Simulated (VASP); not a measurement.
# Sb2Se5 (P-3m1) in VASP: density of states with PBE

Aim: the density of states of Sb2Se5 with PBE.

Everything below comes from runs of VASP 6.6.1. Logs are shortened: lines on timing, memory, paths and dates and some standing lists are left out, and cuts for length are marked.

## Step 1: The structure

It takes space group P-3m1 (No. 164, trigonal). The conventional cell has a = 3.975 Å, b = 3.975 Å, c = 15.746 Å, α = 90.00°, β = 90.00°, γ = 120.00°. Sb (site symmetry 3m) is surrounded by 6 Se at 2.80 to 3.00 Å. Around Se (site symmetry 3m) lie 1 Se at 2.19 Å. Se (site symmetry 3m) has 3 Sb at 2.80 Å as nearest neighbours. Se (site symmetry -3m) has 6 Sb at 3.00 Å as nearest neighbours.

The cell was built by a generator and needn't be a form met in nature.

## Step 2: Density of states, PBE

Contents of POSCAR:

```
Sb2Se5                                  
1.0
    3.9747294208     -0.0000000001      0.0000000000
   -1.9873647055      3.4422166525     -0.0000000000
    0.0000000000     -0.0000000000     15.7455607785
  Sb              Se            
     2     5
Direct
     0.6666666699999979    0.3333333300000021    0.8772349669620074
     0.3333333300000021    0.6666666699999979    0.1227650330379926
     0.0000000000000000    0.0000000000000000    0.4304171403049293
     1.0000000000000000    0.0000000000000000    0.5695828596950707
     0.3333333300000021    0.6666666699999979    0.7754579499016547
     0.6666666699999979    0.3333333300000021    0.2245420500983453
     0.0000000000000000    1.0000000000000000    1.0000000000000000
```

Contents of INCAR.step1:

```
SYSTEM = Sb2Se5
PREC = Accurate ; ENCUT = 520
EDIFF = 1E-7 ; ISMEAR = 0
SIGMA = 0.1 ; LREAL = .False.
LASPH = .True. ; NELM = 100
ALGO = Normal ; ISIF = 2
LWAVE = .False. ; LCHARG = .True.
GGA = PE ; NBANDS = 29
KPAR = 4
```

Contents of KPOINTS.step1:

```
Automatic mesh
0
Gamma
  8 8 2
  0 0 0
```

Contents of INCAR.step2:

```
SYSTEM = Sb2Se5
PREC = Accurate ; ENCUT = 520
EDIFF = 1E-7 ; ISMEAR = -5
SIGMA = 0.1 ; LREAL = .False.
LASPH = .True. ; NELM = 100
ALGO = Normal ; ISIF = 2
LWAVE = .False. ; LCHARG = .False.
GGA = PE ; LORBIT = 11
NBANDS = 29 ; KPAR = 4
NEDOS = 1001 ; ICHARG = 11
```

Contents of KPOINTS.step2:

```
Automatic mesh
0
Gamma
  12 12 3
  0 0 0
```

Potentials or basis: VASP PAW PBE potentials, release 64 (Sb, Se).

Command:

```bash
$ cat potpaw_PBE.64/Sb/POTCAR potpaw_PBE.64/Se/POTCAR > POTCAR
$ cp INCAR.step1 INCAR
$ cp KPOINTS.step1 KPOINTS
$ mpirun -np 4 vasp_std > vasp.out
$ cp INCAR.step2 INCAR
$ cp KPOINTS.step2 KPOINTS
$ mpirun -np 4 vasp_std > vasp.out
```

OUTCAR:

```text
SYSTEM = Sb2Se5
   PREC = Accurate
   ENCUT = 520
   EDIFF = 1E-7
   ISMEAR = -5
   LREAL = .False.
   LASPH = .True.
   NELM = 100
   ISIF = 2
   GGA = PE
   LORBIT = 11
   ICHARG = 11

 ion  position               nearest neighbor table
   1  0.667  0.333  0.877-   5 2.80   5 2.80   5 2.80   7 3.00   7 3.00   7 3.00
   2  0.333  0.667  0.123-   6 2.80   6 2.80   6 2.80   7 3.00   7 3.00   7 3.00
   3  0.000  0.000  0.430-   4 2.19
   4  0.000  0.000  0.570-   3 2.19
   5  0.333  0.667  0.775-   1 2.80   1 2.80   1 2.80
   6  0.667  0.333  0.225-   2 2.80   2 2.80   2 2.80
   7  0.000  0.000  0.000-   1 3.00   2 3.00   2 3.00   1 3.00   1 3.00   2 3.00

  LATTYP: Found a hexagonal cell.
 ALAT       =     3.9747294208
 C/A-ratio  =     3.9614170203

  Lattice vectors:

 A1 = (   3.9747294208,  -0.0000000001,   0.0000000000)
 A2 = (  -1.9873647055,   3.4422166525,   0.0000000000)
 A3 = (   0.0000000000,   0.0000000000,  15.7455607785)

Analysis of symmetry for initial positions (statically):
=====================================================================
 Subroutine PRICEL returns:
 Original cell was already a primitive cell.

 Routine SETGRP: Setting up the symmetry group for a
 hexagonal supercell.

 Subroutine GETGRP returns: Found 12 space group operations
 (whereof 12 operations were pure point group operations)
 out of a pool of 24 trial point group operations.

The static configuration has the point symmetry D_3d.

Analysis of symmetry for dynamics (positions and initial velocities):
=====================================================================
 Subroutine PRICEL returns:
 Original cell was already a primitive cell.

 Routine SETGRP: Setting up the symmetry group for a
 hexagonal supercell.

 Subroutine GETGRP returns: Found 12 space group operations
 (whereof 12 operations were pure point group operations)
 out of a pool of 24 trial point group operations.

The dynamic configuration has the point symmetry D_3d.

 Subroutine INISYM returns: Found 12 space group operations
 (whereof 12 operations are pure point group operations),
 and found     1 'primitive' translations

----------------------------------------------------------------------------------------

                                     Primitive cell

  volume of cell :     215.4289

  direct lattice vectors                    reciprocal lattice vectors
     3.974729421 -0.000000000  0.000000000     0.251589453  0.145255238  0.000000000
[... 117 lines left out ...]
     AMIX     =   0.40;   BMIX     =  1.00
     AMIX_MAG =   1.60;   BMIX_MAG =  1.00
  volume/ion in A,a.u.               =      30.78       207.68
  Fermi-wavevector in a.u.,A,eV,Ry     =   0.933957  1.764923 11.868030  0.872276
  Thomas-Fermi vector in A             =   2.060712
   LORBIT       =     11    0 simple, 1 ext, 2 COOP (PROOUT), +10 PAW based schemes
   GGA     = PE    functional components
   LHFCALC =     F    Hartree Fock is set to
   AEXX    =    0.0000 exact exchange contribution
   IVDW    =     0    specifies the selected vdW correction
   LEPSILON=     F    determine dielectric tensor
   LRPA    =     F    only Hartree local field effects (RPA)
 non-spin polarized calculation
 Fermi weights with tetrahedron method with Bloechl corrections
  energy-cutoff  :      520.00
  volume of cell :      215.43
 maximum number of plane-waves:      5861
 NGX is ok and might be reduce to    30

 number of electron      40.0000004 magnetization

 Free energy of the ion-electron system (eV)
  ---------------------------------------------------
  ext. energy  EPLUGINS =         0.00000000
  ---------------------------------------------------
  free energy    TOTEN  =       -26.38218739 eV

  energy without entropy =      -26.38218739  energy(sigma->0) =      -26.38218739

 E-fermi :   3.3511     XC(G=0):  -8.6109

 val. band max:        3.3432482774   @ k =  -0.0833   0.2500   0.3333
 cond. band min:       3.3474556099   @ k =   0.4167   0.1667   0.3333
 fundamental gap:      0.0042073325
 Fermi energy:         3.3510881016

 k-point     1 :       0.0000    0.0000    0.0000
  band No.  band energies     occupation
      1     -11.4999      2.00000
      2     -11.2248      2.00000
      3     -10.7797      2.00000
      4      -9.9381      2.00000
      5      -7.7426      2.00000
      6      -5.9145      2.00000
[... 757 lines left out ...]
     28       6.6768      0.00000
     29       8.1036      0.00000

 [... further k-points ...]

------------------------ aborting loop because EDIFF is reached ----------------------------------------

  FORCE on cell =-STRESS in cart. coord.  units (eV):
  Direction    XX          YY          ZZ          XY          YZ          ZX
  --------------------------------------------------------------------------------------
  -------------------------------------------------------------------------------------
  Total       -0.0117504     -0.0117504     -0.0250246     -0.0000000      0.0000000      0.0000000
  in kB       -0.0873898     -0.0873898     -0.1861114     -0.0000000      0.0000000      0.0000000
  external PRESSURE =      -0.1202970 kB  Pullay stress =       0.0000000 kB

 VOLUME and BASIS-vectors are now :
 -----------------------------------------------------------------------------
  energy-cutoff  :      520.00
  volume of cell :      215.43
      direct lattice vectors                 reciprocal lattice vectors
     3.974729421 -0.000000000  0.000000000     0.251589453  0.145255238  0.000000000
    -1.987364706  3.442216652  0.000000000     0.000000000  0.290510477  0.000000000
     0.000000000  0.000000000 15.745560778     0.000000000  0.000000000  0.063509964

 POSITION                                       TOTAL-FORCE (eV/Angst)
 -----------------------------------------------------------------------------------
      1.98736      1.14741     13.81256         0.000000     -0.000000     -0.007772
     -0.00000      2.29481      1.93300         0.000000      0.000000      0.007772
      0.00000      0.00000      6.77716         0.000000     -0.000000     -0.000880
      0.00000      0.00000      8.96840         0.000000      0.000000      0.000880
     -0.00000      2.29481     12.21002        -0.000000      0.000000      0.012771
      1.98736      1.14741      3.53554         0.000000     -0.000000     -0.012771
      0.00000      0.00000      0.00000         0.000000      0.000000     -0.000000
 -----------------------------------------------------------------------------------
    total drift:                               -0.000000     -0.000000      0.000000

  FREE ENERGIE OF THE ION-ELECTRON SYSTEM (eV)
  ---------------------------------------------------
  free  energy   TOTEN  =       -26.3821873903 eV

  energy  without entropy=      -26.3821873903  energy(sigma->0) =      -26.38218739

 total charge

# of ion       s       p       d       tot
------------------------------------------
    1        1.320   0.901   0.060   2.281
    2        1.320   0.901   0.060   2.281
    3        1.500   2.167   0.043   3.711
    4        1.500   2.167   0.043   3.711
    5        1.491   2.252   0.025   3.768
    6        1.491   2.252   0.025   3.768
    7        1.479   2.291   0.029   3.799
--------------------------------------------------
tot         10.101  12.932   0.285  23.318
```

OSZICAR.step1:

```text
N       E                     dE             d eps       ncg     rms          rms(c)
DAV:   1     0.217526427703E+03    0.21753E+03   -0.14990E+04  1160   0.113E+03
DAV:   2    -0.478587080866E+01   -0.22231E+03   -0.21575E+03  1466   0.184E+02
DAV:   3    -0.265156079106E+02   -0.21730E+02   -0.21359E+02  1417   0.629E+01
DAV:   4    -0.269507004949E+02   -0.43509E+00   -0.43108E+00  1349   0.970E+00
DAV:   5    -0.269571970020E+02   -0.64965E-02   -0.64931E-02  1390   0.123E+00    0.736E+00
DAV:   6    -0.263946214095E+02    0.56258E+00   -0.99424E-01  1263   0.432E+00    0.475E+00
DAV:   7    -0.263855563321E+02    0.90651E-02   -0.33327E-01  1250   0.292E+00    0.157E+00
DAV:   8    -0.263832049758E+02    0.23514E-02   -0.83899E-02  1300   0.147E+00    0.537E-01
DAV:   9    -0.263825266984E+02    0.67828E-03   -0.99363E-03  1275   0.476E-01    0.378E-01
DAV:  10    -0.263829020572E+02   -0.37536E-03   -0.18544E-03  1326   0.203E-01    0.117E-01
DAV:  11    -0.263829276794E+02   -0.25622E-04   -0.39344E-04  1374   0.116E-01    0.307E-02
DAV:  12    -0.263829460116E+02   -0.18332E-04   -0.85206E-05  1260   0.448E-02    0.148E-02
DAV:  13    -0.263829551438E+02   -0.91322E-05   -0.20743E-05  1312   0.229E-02    0.640E-03
DAV:  14    -0.263829566920E+02   -0.15482E-05   -0.41152E-06  1500   0.952E-03    0.301E-03
DAV:  15    -0.263829568733E+02   -0.18124E-06   -0.58603E-07  1278   0.331E-03    0.124E-03
DAV:  16    -0.263829568496E+02    0.23688E-07   -0.70718E-08   690   0.133E-03
   1 F= -.26382957E+02 E0= -.26378361E+02  d E =-.919159E-02
```

It took 1.9 min on 4 MPI ranks of Intel Xeon Platinum 8259CL at 2.50GHz (Skylake/Cascade Lake), shared host; peak memory 0.45 GiB.

Results:

* Valence electrons inside the program's atomic spheres: Sb 2.28; Se 3.71, 3.77, 3.80

States per cell in windows of 1 eV (zero at the Fermi level; states under -8 eV left out):
```tsv
from (eV)	total	Se7_p	Se5_p	Se6_p	Se3_p	Se4_p	Sb1_p
-8.0	0.13	0.00	0.00	0.00	0.00	0.00	0.00
-7.0	0.00	0.00	0.00	0.00	0.00	0.00	0.00
-6.0	1.58	0.21	0.09	0.09	0.00	0.00	0.11
-5.0	4.48	0.32	0.31	0.31	0.32	0.32	0.23
-4.0	6.90	0.37	0.54	0.54	0.62	0.62	0.31
-3.0	5.93	0.43	0.61	0.61	0.53	0.53	0.16
-2.0	3.86	0.60	0.37	0.37	0.26	0.26	0.04
-1.0	3.33	0.27	0.26	0.26	0.39	0.39	0.02
0.0	2.78	0.01	0.07	0.07	0.57	0.57	0.10
1.0	5.03	0.04	0.47	0.47	0.04	0.04	0.63
2.0	2.84	0.34	0.14	0.14	0.06	0.06	0.35
3.0	4.84	0.49	0.22	0.22	0.30	0.30	0.39
4.0	2.24	0.17	0.06	0.06	0.05	0.05	0.13
5.0	0.24	0.00	0.00	0.00	0.00	0.00	0.00
6.0	0.01	0.00	0.00	0.00	0.00	0.00	0.00
```

Caveat: this functional lacks dispersion, which binds the layers, so the pressure and a relaxed spacing across them are unreliable; tetrahedron occupations give inexact forces and stress in metals. The run has no spin-orbit coupling, so splittings on Sb are missing.
